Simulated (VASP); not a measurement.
Here is a VASP 6.6.1 calculation.

Contents of INCAR:

```
SYSTEM = Os
PREC = Accurate
ENCUT = 520
EDIFF = 1E-6
ISMEAR = 0
SIGMA = 0.1
LREAL = .False.
LASPH = .True.
NELM = 100
ALGO = Normal
ISIF = 2
LWAVE = .False.
LCHARG = .False.
GGA = PS
NBANDS = 10
```

Contents of KPOINTS:

```
regular mesh
0
Gamma
  20 20 20
  0 0 0
```

Contents of POSCAR:

```
Os
1.0
    0.0000000000      1.8810312788      1.8810312788
    1.8810312788      0.0000000000      1.8810312788
    1.8810312788      1.8810312788      0.0000000000
Os
1
Direct
    0.0000000000      0.0000000000      0.0000000000
```

Potentials or basis: VASP PAW PBE potentials, release 64 (Os).

Command:

```console
$ cat potpaw_PBE.64/Os/POTCAR > POTCAR
$ mpirun -np 1 vasp_std > vasp.out
```

(1) Predict the pressure.

(2) Predict the band gap on the k mesh.

## Answers

(1) 23.2 GPa.

(2) none (metal or under the smearing width).

Caveat: so large a pressure means that the cell lies far from this level's equilibrium, or that cutoff or potentials fall short; the potentials were made for another functional, which shifts forces and pressure.
